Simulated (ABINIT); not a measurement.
# Al (Fm-3m) in ABINIT: settings compared

Aim: see how the results for Al move with the level of theory and the settings. Levels: PBE+D2, PBE, LDA-VWN. Tasks: equation of state, band structure.

Everything below comes from runs of ABINIT 10.8.3 (patched build). Logs are shortened: lines on timing, memory, paths and dates and some standing lists are left out, and cuts for length are marked. The log counts tension as positive stress, the text compression.

**Measured values to compare with.**

“The interpretation of polycrystalline coherent inelastic neutron scattering from aluminium”, 2013, pmc:3831299 quotes, for a bulk crystal of Al: bulk modulus 76.9 GPa.

The runs below are set against these values where they give the same quantity.

## 1. The crystal as given

The structure is cubic, space group Fm-3m (No. 225). The conventional cell has a = 4.050 Å, b = 4.050 Å, c = 4.050 Å, α = 90.00°, β = 90.00°, γ = 90.00°. Around Al (site symmetry m-3m) lie 12 Al at 2.86 Å.

## 2. Equation of state, PBE+D2

Contents of run.abi:

```
ndtset 7
getwfk -1
scalecart1 3*0.9795861087
scalecart2 3*0.9864848297
scalecart3 3*0.9932883884
scalecart4 3*1.0000000000
scalecart5 3*1.0066227096
scalecart6 3*1.0131594038
scalecart7 3*1.0196128224

pp_dirpath "./"
pseudos "Al.GGA_PBE-JTH.xml"

acell 2.8635066922 2.8635066922 2.8635066922 Angstrom
rprim
     0.0000000000     0.7071067812     0.7071067812
     0.7071067812     0.0000000000     0.7071067812
     0.7071067812     0.7071067812     0.0000000000
ntypat 1
znucl 13
natom 1
typat 1
xred
     0.0000000000     0.0000000000     0.0000000000

ecut 20.0
pawecutdg 40.0

kptopt 1
ngkpt 11 11 11
nshiftk 1
shiftk 0.0 0.0 0.0

ixc 11
vdw_xc 5

nband 6
occopt 3
tsmear 0.05 eV

nstep 100
tolvrs 1.0e-9

iomode 3
prtwf 1
prtden 0
prteig 0
prtebands 0
```

Potentials or basis: JTH PAW PBE v2.0.

Run with:

```
$ abinit run.abi > log 2>&1
```

run.abo:

```text
.Version 10.8.3 of ABINIT
 DATASET    1 : space group Fm -3 m (#225); Bravais cF (face-center cubic)
================================================================================
 Values of the parameters that define the memory need for DATASET  1.
     intxc =       0    ionmov =       0      iscf =      17    lmnmax =       8
     lnmax =       4     mgfft =      24  mpssoang =       2    mqgrid =    3001
     natom =       1  nloc_mem =       2    nspden =       1   nspinor =       1
    nsppol =       1      nsym =      48    n1xccc =       1    ntypat =       1
    occopt =       3   xclevel =       2
       mpw =         462          nfft =       13824          nkpt =          56
 PAW method is used; the additional fine FFT grid is defined by:
   mgfftf=        32    nfftf =     32768
================================================================================
================================================================================
[... 71 lines left out ...]
 DATASET    7 : space group Fm -3 m (#225); Bravais cF (face-center cubic)
================================================================================
 Values of the parameters that define the memory need for DATASET  7.
     intxc =       0    ionmov =       0      iscf =      17    lmnmax =       8
     lnmax =       4     mgfft =      24  mpssoang =       2    mqgrid =    3001
     natom =       1  nloc_mem =       2    nspden =       1   nspinor =       1
    nsppol =       1      nsym =      48    n1xccc =       1    ntypat =       1
    occopt =       3   xclevel =       2
       mpw =         532          nfft =       13824          nkpt =          56
 PAW method is used; the additional fine FFT grid is defined by:
   mgfftf=        32    nfftf =     32768
================================================================================
================================================================================

--------------------------------------------------------------------------------
------------- Echo of variables that govern the present computation ------------
--------------------------------------------------------------------------------
 -outvars: echo values of preprocessed input variables --------
            acell      5.4112434080E+00  5.4112434080E+00  5.4112434080E+00 Bohr
              amu      2.69815390E+01
             ecut      2.00000000E+01 Hartree
           getwfk          -1
                       outvar_i_n : Printing only first  50 k-points.
              ixc          11
           jdtset        1    2    3    4    5    6    7
                       outvar_i_n : Printing only first  50 k-points.
         kptrlatt       11    0    0      0   11    0      0    0   11
          kptrlen1     5.83085676E+01
          kptrlen2     5.87192049E+01
          kptrlen3     5.91241777E+01
          kptrlen4     5.95236775E+01
          kptrlen5     5.99178855E+01
          kptrlen6     6.03069736E+01
          kptrlen7     6.06911048E+01
            natom           1
            nband           6
           ndtset           7
            ngfft          24      24      24
          ngfftdg          32      32      32
             nkpt          56
            nstep         100
             nsym          48
           ntypat           1
                       prtocc : prtvol=0, do not print more k-points.
           occopt           3
        pawecutdg      4.00000000E+01 Hartree
         pawxcdev           0
           prtden           0
        prtebands           0
           prteig           0
            rprim1     0.0000000000E+00  6.9267198023E-01  6.9267198023E-01
                       6.9267198023E-01  0.0000000000E+00  6.9267198023E-01
                       6.9267198023E-01  6.9267198023E-01  0.0000000000E+00
            rprim2     0.0000000000E+00  6.9755011263E-01  6.9755011263E-01
                       6.9755011263E-01  0.0000000000E+00  6.9755011263E-01
                       6.9755011263E-01  6.9755011263E-01  0.0000000000E+00
            rprim3     0.0000000000E+00  7.0236095512E-01  7.0236095512E-01
                       7.0236095512E-01  0.0000000000E+00  7.0236095512E-01
                       7.0236095512E-01  7.0236095512E-01  0.0000000000E+00
            rprim4     0.0000000000E+00  7.0710678120E-01  7.0710678120E-01
                       7.0710678120E-01  0.0000000000E+00  7.0710678120E-01
                       7.0710678120E-01  7.0710678120E-01  0.0000000000E+00
            rprim5     0.0000000000E+00  7.1178974407E-01  7.1178974407E-01
                       7.1178974407E-01  0.0000000000E+00  7.1178974407E-01
                       7.1178974407E-01  7.1178974407E-01  0.0000000000E+00
            rprim6     0.0000000000E+00  7.1641188486E-01  7.1641188486E-01
                       7.1641188486E-01  0.0000000000E+00  7.1641188486E-01
                       7.1641188486E-01  7.1641188486E-01  0.0000000000E+00
            rprim7     0.0000000000E+00  7.2097514092E-01  7.2097514092E-01
                       7.2097514092E-01  0.0000000000E+00  7.2097514092E-01
                       7.2097514092E-01  7.2097514092E-01  0.0000000000E+00
          spgroup         225
           tolvrs      1.00000000E-09
           tsmear      1.83746611E-03 Hartree
            typat      1
           useylm           1
           vdw_xc           5
                       outvars : Printing only first  50 k-points.
            znucl       13.00000

================================================================================

 chkinp: Checking input parameters for consistency, jdtset=   1.

 chkinp: Checking input parameters for consistency, jdtset=   2.
[... 35 lines left out ...]
 getcut: wavevector=  0.0000  0.0000  0.0000  ngfft=  24  24  24
         ecut(hartree)=     20.000   => boxcut(ratio)=   2.24901

 getcut : COMMENT -
  Note that boxcut > 2.2 ; recall that boxcut=Gcut(box)/Gcut(sphere) = 2
  is sufficient for exact treatment of convolution.
  Such a large boxcut is a waste : you could raise ecut
  e.g. ecut=   25.290235 Hartrees makes boxcut=2

 Fine grid specifications (used for densities):

 getcut: wavevector=  0.0000  0.0000  0.0000  ngfft=  32  32  32
         ecut(hartree)=     40.000   => boxcut(ratio)=   2.12039

--- Pseudopotential description ------------------------------------------------
- pspini: atom type   1  psp file is ./Al.GGA_PBE-JTH.xml
 Pseudopotential format is: paw10
 basis_size (lnmax)=  4 (lmn_size=  8), orbitals=   0   0   1   1
 Spheres core radius: rc_sph= 1.90363307
 Shapefunction is SIN type: shapef(r)=[sin(pi*r/rshp)/(pi*r/rshp)]**2
 Radius for shape functions =  1.60786206
 Compensation charge density is not taken into account in XC energy/potential

  -1.09563711E+01                                ecore*ucvol(ha*bohr**3)
--------------------------------------------------------------------------------

[... 162 lines left out ...]
 getcut: wavevector=  0.0000  0.0000  0.0000  ngfft=  24  24  24
         ecut(hartree)=     20.000   => boxcut(ratio)=   2.23328

 getcut : COMMENT -
  Note that boxcut > 2.2 ; recall that boxcut=Gcut(box)/Gcut(sphere) = 2
  is sufficient for exact treatment of convolution.
  Such a large boxcut is a waste : you could raise ecut
  e.g. ecut=   24.937751 Hartrees makes boxcut=2

 Fine grid specifications (used for densities):

 getcut: wavevector=  0.0000  0.0000  0.0000  ngfft=  32  32  32
         ecut(hartree)=     40.000   => boxcut(ratio)=   2.10556
--------------------------------------------------------------------------------
[... 163 lines left out ...]
 getcut: wavevector=  0.0000  0.0000  0.0000  ngfft=  24  24  24
         ecut(hartree)=     20.000   => boxcut(ratio)=   2.21799

 getcut : COMMENT -
  Note that boxcut > 2.2 ; recall that boxcut=Gcut(box)/Gcut(sphere) = 2
  is sufficient for exact treatment of convolution.
  Such a large boxcut is a waste : you could raise ecut
  e.g. ecut=   24.597297 Hartrees makes boxcut=2

 Fine grid specifications (used for densities):

 getcut: wavevector=  0.0000  0.0000  0.0000  ngfft=  32  32  32
         ecut(hartree)=     40.000   => boxcut(ratio)=   2.09114
--------------------------------------------------------------------------------
[... 163 lines left out ...]
 getcut: wavevector=  0.0000  0.0000  0.0000  ngfft=  24  24  24
         ecut(hartree)=     20.000   => boxcut(ratio)=   2.20310

 getcut : COMMENT -
  Note that boxcut > 2.2 ; recall that boxcut=Gcut(box)/Gcut(sphere) = 2
  is sufficient for exact treatment of convolution.
  Such a large boxcut is a waste : you could raise ecut
  e.g. ecut=   24.268230 Hartrees makes boxcut=2

 Fine grid specifications (used for densities):

 getcut: wavevector=  0.0000  0.0000  0.0000  ngfft=  32  32  32
         ecut(hartree)=     40.000   => boxcut(ratio)=   2.07710
--------------------------------------------------------------------------------
[... 645 lines left out ...]
-Cartesian components of stress tensor (GPa)         [Pressure= -4.9776E+00 GPa]
- sigma(1 1)=  4.97757804E+00  sigma(3 2)=  0.00000000E+00
- sigma(2 2)=  4.97757804E+00  sigma(3 1)=  0.00000000E+00
- sigma(3 3)=  4.97757804E+00  sigma(2 1)=  0.00000000E+00

== END DATASET(S) ==============================================================
================================================================================

 -outvars: echo values of variables after computation  --------
            acell      5.4112434080E+00  5.4112434080E+00  5.4112434080E+00 Bohr
           etotal1    -2.1147762045E+00
           etotal2    -2.1149114342E+00
           etotal3    -2.1149262121E+00
           etotal4    -2.1148337205E+00
           etotal5    -2.1146466050E+00
           etotal6    -2.1143756919E+00
           etotal7    -2.1140317799E+00
            fcart1    -0.0000000000E+00 -0.0000000000E+00 -0.0000000000E+00
            fcart2    -0.0000000000E+00 -0.0000000000E+00 -0.0000000000E+00
            fcart3    -0.0000000000E+00 -0.0000000000E+00 -0.0000000000E+00
            fcart4    -0.0000000000E+00 -0.0000000000E+00 -0.0000000000E+00
            fcart5    -0.0000000000E+00 -0.0000000000E+00 -0.0000000000E+00
            fcart6    -0.0000000000E+00 -0.0000000000E+00 -0.0000000000E+00
            fcart7    -0.0000000000E+00 -0.0000000000E+00 -0.0000000000E+00
            rprim1     0.0000000000E+00  6.9267198023E-01  6.9267198023E-01
                       6.9267198023E-01  0.0000000000E+00  6.9267198023E-01
                       6.9267198023E-01  6.9267198023E-01  0.0000000000E+00
[... 17 lines left out ...]
                       7.2097514092E-01  7.2097514092E-01  0.0000000000E+00
           strten1    -8.8152083620E-05 -8.8152083620E-05 -8.8152083620E-05
                       0.0000000000E+00  0.0000000000E+00  0.0000000000E+00
           strten2    -3.1071767367E-05 -3.1071767367E-05 -3.1071767367E-05
                       0.0000000000E+00  0.0000000000E+00  0.0000000000E+00
           strten3     1.9567992295E-05  1.9567992295E-05  1.9567992295E-05
                       0.0000000000E+00  0.0000000000E+00  0.0000000000E+00
           strten4     6.4374192365E-05  6.4374192365E-05  6.4374192365E-05
                       0.0000000000E+00  0.0000000000E+00  0.0000000000E+00
           strten5     1.0390823545E-04  1.0390823545E-04  1.0390823545E-04
                       0.0000000000E+00  0.0000000000E+00  0.0000000000E+00
           strten6     1.3868624812E-04  1.3868624812E-04  1.3868624812E-04
                       0.0000000000E+00  0.0000000000E+00  0.0000000000E+00
           strten7     1.6918443875E-04  1.6918443875E-04  1.6918443875E-04
                       0.0000000000E+00  0.0000000000E+00  0.0000000000E+00
 Calculation completed.
```

Run time: 32 s. Hardware: 1 thread of Arm Neoverse N1, shared host; peak memory 0.11 GiB.

What came out:

```
Equilibrium volume                      : 16.15 Å³/atom
Bulk modulus                            : 71 GPa
Pressure derivative of the bulk modulus : 5.0
```

Energy against volume, from the lowest point:
```csv
volume (Å³/atom),energy (meV/atom)
15.607,4.08
15.939,0.40
16.271,0.00
16.603,2.52
16.935,7.61
17.267,14.98
17.599,24.34
```

Caveat: pressures at fixed basis lie under the slope of the energies.

(Part 1 of 2 ends here.)
